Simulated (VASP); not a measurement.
A run of VASP 6.6.1 is set up as follows.

The input INCAR:

```
SYSTEM = CuI
  PREC = Accurate
  ENCUT = 520
  EDIFF = 1E-7
  ISMEAR = 0
  SIGMA = 0.01
  LREAL = .FALSE.
  LASPH = .TRUE.
  NELM = 100
  ALGO = Normal
  ISIF = 2
  LWAVE = .FALSE.
  LCHARG = .TRUE.
  LELF = .TRUE.
  LVHAR = .TRUE.
  NBANDS = 16
```

The input KPOINTS:

```
Automatic mesh
0
G
  6 6 6
  0 0 0
```

The input POSCAR:

```
CuI
1.0
    0.0000000000      3.0120291186      3.0120291186
    3.0120291186      0.0000000000      3.0120291186
    3.0120291186      3.0120291186      0.0000000000
Cu I
1 1
Direct
    0.0000000000      0.0000000000      0.0000000000
    0.2500000000      0.2500000000      0.2500000000
```

Potentials or basis: VASP PAW LDA potentials, release 64 (Cu, I).

The run is started by

```sh
$ cat potpaw_LDA.64/Cu/POTCAR potpaw_LDA.64/I/POTCAR > POTCAR
$ mpirun -np 1 vasp_std > vasp.out
```

Q: What does it give for the pressure?

A: -3.6 GPa.

Q: What does it give for the band gap on the k mesh?

A: 1.05 eV, direct.

Caveat: spin-orbit coupling is left out, which moves the levels of the heavy elements. A hybrid or GW would open this gap; LDA tends to underestimate it.
